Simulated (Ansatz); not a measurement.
The system is Ir.

```
Ir
1.0
     2.75138    0.00000    0.00000
    -1.37569    2.38276    0.00000
     0.00000    0.00000    4.46229
Ir
2
Direct
  0.33333 0.66667 0.25000
  0.66667 0.33333 0.75000
```

This isn't the form of Ir at room conditions, which is fcc.

- Program: Ansatz 0.2.0
- Task: relaxation of cell and atoms
- Functional: RPBE
- Dispersion: D3(BJ)
- Potentials or basis: Ansatz PAW
- Cutoff: 420 eV (not typed: the program's choice for these potentials)
- k mesh: 11 × 11 × 6
- Occupations: fermi-dirac, width 0.05 eV
- Spin: no spin polarisation

At the start: volume 14.63 Å³/atom.

Question: Where does the relaxation end?

Answer: It ends after 8 steps and the volume is 13.04 Å³/atom (-10.8 %); space group P6_3/mmc (No. 194, to 0.05 Å).

Step by step:
| step | energy change (eV) | largest force (eV/Å) | volume (Å³) |
| --- | --- | --- | --- |
| 1 | 0.0000 | 0.0000 | 29.25 |
| 2 | -0.4327 | 0.0000 | 25.19 |
| 3 | -0.4798 | 0.0000 | 26.29 |
| 4 | -0.4825 | 0.0000 | 26.09 |
| 5 | -0.4825 | 0.0000 | 26.08 |
| 6 | -0.4793 | 0.0000 | 26.08 |
| 7 | -0.4793 | 0.0000 | 26.08 |
| 8 | -0.4793 | 0.0000 | 26.08 |

Final structure:
```
CELL_PARAMETERS angstrom
2.64638 0.00000 0.00000
-1.32319 2.29183 0.00000
0.00000 0.00000 4.30078
ATOMIC_POSITIONS crystal
Ir 0.33333 0.66667 0.25000
Ir 0.66667 0.33333 0.75000
```

Caveat: the plane-wave basis is chosen anew once the cell has moved, so the energies of steps on either side of that aren't comparable; pairwise dispersion overbinds metals, which lowers pressure and volume; the PAW data sets come from PBE, with cores solved anew for the run's functional, which leaves a small shift of forces and pressure.
